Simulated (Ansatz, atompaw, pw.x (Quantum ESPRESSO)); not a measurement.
Equation-of-state test of one PAW (atompaw) potential (P (Z = 15))

P (Z = 15), PAW, made with atompaw 4.2.0.5 (PBE, scalar-relativistic). Core [Ne], reference 3s2 3p3. Waves: 3s (bound): rc 2.25 bohr; 3s channel at 1.85 Ry: rc 1.85 bohr; 3p (bound): rc 2.25 bohr; 3p channel at 0.25 Ry: rc 2.25 bohr; 3d channel at 0.05 Ry: rc 2.25 bohr; 3d channel at 0.35 Ry: rc 2.25 bohr. Local part: troulliermartins scheme with l = 3 at -0.5 Ry, radius 1.80 bohr. Core correction: smooth core density matched at 1.85 bohr. Augmentation charge: besselshape compensation charge, radius 2.25 bohr; PAW radius 2.25 bohr; waves and projectors: custom polynom2 7 10 vanderbiltortho.

Atomic tests: cutoffs needed: 8 Ry and 18 Ry (the cutoffs (Ry, on a coarse ladder) from which the occupation-weighted sum of valence levels, in a spherical-Bessel basis at the reference potential, stays within 10 and 1 mRy of its value at 400 Ry); ghost test: no extra level below or beside the all-electron valence levels (s, p, d, f tested) (spherical-Bessel basis up to 400 Ry, 20 bohr box); lowest eigenvalue of the overlap operator: 0.34 (s channel).

Crystal test: sc P in pw.x 7.5, no spin, 13³ k-points, Fermi–Dirac smearing 0.01 Ry, cutoffs 40/400 Ry. The reference is all-electron LAPW (Ansatz 0.2.0) with the same functional, mesh and smearing; V0 and B0 come from Birch–Murnaghan fits to the pressures at five volumes. Errors are pseudo minus all-electron; Δ is the rms difference of the E(V) curves that follow from these fits, minima aligned, over ±6 % about the mean V0. Mesh and smearing are coarse, so the numbers serve the comparison and aren't converged zero-temperature values; the lattice is a test structure that the element need not adopt.

```tsv
V (Å³/atom)	P all-electron (GPa)	P pseudo (GPa)
13.890	7.01	7.17
14.255	3.42	3.55
14.621	0.27	0.39
14.987	-2.41	-2.29
15.352	-4.62	-4.52
```

All-electron: a0 = 2.447 Å (V0 = 14.66 Å³/atom), B0 = 113.3 GPa.

Pseudopotential: mean pressure error (GPa): +0.13; a0 (Å): 2.448; a0 error (%): +0.04; B0 error (%): -0.2; Δ (meV/atom): 0.4.

**Question.** At the middle volume, how do free energy and pressure move when the wave cutoff is lowered (ecutrho held at 400 Ry)?

**Answer.**

```tsv
cutoff (Ry)	shift of F (meV/atom)	shift of P (GPa)
18	+5.8	-0.24
24	+0.5	-0.03
32	+0.1	-0.00
```

The run at the middle volume (84 k-points, 7 iterations) took about 6.3 s on one core of a shared host (Intel(R) Xeon(R) Platinum 8375C CPU @ 2.90GHz, 128 threads, 992 GiB, load 63).
